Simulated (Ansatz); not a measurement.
ZnS under changes of volume

One of the cells (19.727 Å³/atom); the others are scaled copies at fixed shape and fractional positions:

```xyz
2
Lattice="0.0000 2.7020 2.7020 2.7020 0.0000 2.7020 2.7020 2.7020 0.0000" Properties=species:S:1:pos:R:3 pbc="T T T"
Zn    4.0530    4.0530    4.0530
S     0.0000    0.0000    0.0000
```

| Quantity | Value |
| --- | --- |
| Program | Ansatz 0.2.0 |
| Functional | BLYP |
| Dispersion | D3(BJ) |
| Potentials or basis | Ansatz PAW |
| Cutoff | 420 eV (not typed: the program's choice for these potentials) |
| k mesh | 9 × 9 × 9 |
| Occupations | fermi-dirac, width 0.05 eV |
| Spin | no spin polarisation |

| volume (Å³/atom) | energy over the lowest point (meV/atom) | pressure (GPa) | gap on the mesh (eV) |
| --- | --- | --- | --- |
| 18.543 | ? | ? | ? |
| 18.938 | 3.82 | 2.4 | 2.28 |
| 19.332 | 0.00 | 0.7 | 2.19 |
| 19.727 | 0.14 | -0.8 | 2.09 |
| 20.121 | 3.85 | -2.2 | 2.00 |
| 20.516 | 10.72 | -3.4 | 1.91 |
| 20.910 | 20.44 | -4.5 | 1.83 |

Q: What does the run at 18.543 Å³/atom give?

A: Energy over the lowest point 12.09 meV/atom; pressure 4.3 GPa; gap on the mesh 2.38 eV.

Worked out: A Birch-Murnaghan fit of order 3 (a polynomial in V^(-2/3)) to the other rows has its minimum at 19.51 Å³/atom with B0 = V·E''(V) = 76 GPa and B' = 4.5. It gives 12.10 meV/atom at 18.543 Å³/atom, against the run's 12.09, and -dE/dV = 4.3 GPa, against 4.3. A straight line through the other rows of the gap, of slope -4.59 eV per unit of ln V (its deformation potential), extrapolates to 2.38 eV, against the run's 2.38.

Energies are extrapolated to zero smearing.

Caveats: odd divisions of the mesh miss points on the zone boundary, where band edges often lie, so the gap on the mesh can be too wide; the PAW data sets come from PBE, with cores solved anew for the run's functional, which leaves a small shift of forces and pressure.
